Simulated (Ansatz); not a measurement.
The first iterations of a band of a periodic cell of 17 atoms, Si16H (host Si, host structure diamond, interstitial H).

The calculation used DFT PBE, scalar-relativistic, plane waves, PAW in Ansatz 0.2.0. Settings: cutoff 420 eV, k mesh 2x2x2, gaussian smearing 0.02 eV, spin collinear.

| Property | Result |
| --- | --- |
| movable images | 5 |
| climbing image | yes |
| spring | 5.0 eV/Å² |
| optimiser | quadratic models (default) |
| start path | straight line |
| force threshold | 0.03 eV/Å |
| iteration limit | 60 |
| end points | relaxed |

First end point:

```xyz
17
Lattice="0.0000 5.4300 5.4300 5.4300 0.0000 5.4300 5.4300 5.4300 0.0000" Properties=species:S:1:pos:R:3
Si -0.044 -0.003 0.044
Si 1.321 1.337 1.397
Si 2.689 2.693 0.055
Si 4.033 4.069 1.398
Si 2.662 -0.028 2.769
Si 4.034 1.337 4.110
Si 5.376 2.693 2.742
Si 6.748 4.025 4.113
Si -0.018 2.692 2.778
Si 1.317 4.073 4.112
Si 2.679 5.428 2.751
Si 4.031 6.767 4.117
Si 2.652 2.692 5.448
Si 4.032 4.057 6.828
Si 5.403 5.402 5.457
Si 6.744 6.767 6.829
H 9.463 7.792 6.829
```

Last end point:

```xyz
17
Lattice="0.0000 5.4300 5.4300 5.4300 0.0000 5.4300 5.4300 5.4300 0.0000" Properties=species:S:1:pos:R:3
Si -0.022 -0.061 0.024
Si 1.351 1.316 1.399
Si 2.694 2.686 0.028
Si 4.056 4.028 1.403
Si 2.694 -0.056 2.770
Si 4.055 1.319 4.112
Si 5.412 2.659 2.744
Si 6.745 4.030 4.114
Si -0.021 2.691 2.775
Si 1.354 4.030 4.114
Si 2.713 5.390 2.755
Si 4.056 6.742 4.116
Si 2.712 2.670 5.474
Si 4.055 4.032 6.825
Si 5.412 5.401 5.485
Si 6.788 6.745 6.829
H 10.507 6.752 6.818
```

| iteration | highest image above the first end (eV) | largest band force component (eV/Å) |
| --- | --- | --- |
| 1 | 0.237 | 0.648 |
| 2 | 0.156 | 0.276 |
| 3 | 0.120 | 0.415 |
| 4 | 0.112 | 0.244 |

**Question.** Does the band converge within its limit, and where does its top end?

**Answer.** It converged. It ended after 13 iterations with the highest image 0.110 eV above the first end. The profile has 2 maxima (images 2, 4) with wells between them (image 3): this band takes more than one step, which may be the mechanism or a detour left from its start path. By the program's own check the climbing image is of a kind that is not told: the force calls were inconclusive, a negative curvature could not be distinguished from the path's own, the only one lies far off the path, or fixed occupations may fill a level only in part (lowest curvatures found: -6.77 and 0.28 eV/Å²). Limits of this set-up: coarse k mesh, a small cell, in which the defect meets its images.

Run time: 3.4 min on 2 threads of AMD EPYC 9R14 (Zen 4), with other jobs on the host, peak memory 1.6 GiB.
